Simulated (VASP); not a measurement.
Wanted: the native input for a VASP 6.6.1 run.

```
Task                   : single point
Functional             : RPBE
Potentials or basis    : VASP PAW PBE potentials, release 64 (O)
Cutoff                 : 500 eV
k mesh                 : 9 × 9 × 9
Occupations            : gaussian, width 0.05 eV
Spin                   : no spin polarisation
Further INCAR settings : ALGO = Fast; EDIFF = 1e-07; NBANDS = 13
```

The structure of O lies in POSCAR:

```
O
4.2034
    0.398474545582      0.230059386164      0.887852576843
   -0.398474545582      0.230059386164      0.887852576843
    0.000000000000     -0.460118772303      0.887852576843
O
2
Direct
    0.0546147200      0.0546147200      0.0546147200
    0.9453852800      0.9453852800      0.9453852800
```

The real solid is made of molecules; this cell is a model form.

These files were run (other wordings do the same):

INCAR

```
SYSTEM = O
PREC     = Accurate       ! precision mode
ENCUT    = 500            ! plane-wave cutoff, eV
EDIFF    = 1E-7           ! SCF threshold, eV
ISMEAR   = 0              ! smearing method
SIGMA    = 0.05           ! smearing width, eV
LREAL    = .FALSE.        ! projectors in reciprocal space
LASPH    = .TRUE.         ! aspherical terms in the spheres
NELM     = 100            ! most SCF steps
ALGO     = Fast           ! electronic algorithm
ISIF     = 2              ! what is computed and relaxed
LWAVE    = .FALSE.        ! write WAVECAR
LCHARG   = .FALSE.        ! write CHGCAR
GGA      = RP             ! functional
NBANDS   = 13             ! bands
```

KPOINTS

```
Automatic mesh
0
G
  9 9 9
  0 0 0
```

Potentials or basis: VASP PAW PBE potentials, release 64 (O).

The run is started by

```console
$ cat potpaw_PBE.64/O/POTCAR > POTCAR
$ mpirun -np 1 vasp_std > vasp.out
```

It gave:

The pressure is 0.3 GPa. The largest force is 1.068 eV/Å and the band gap on the k mesh is none (metal or under the smearing width).

Caveat: the standard files for N, O and F lose accuracy on very short bonds; spin is off for a triplet molecule; the PAW data sets were made with another functional, which shifts forces and pressure a little.

It took 21 s on 1 thread of Intel(R) Xeon(R) Platinum 8559C (Emerald Rapids) (shared host), peak memory 0.17 GiB.
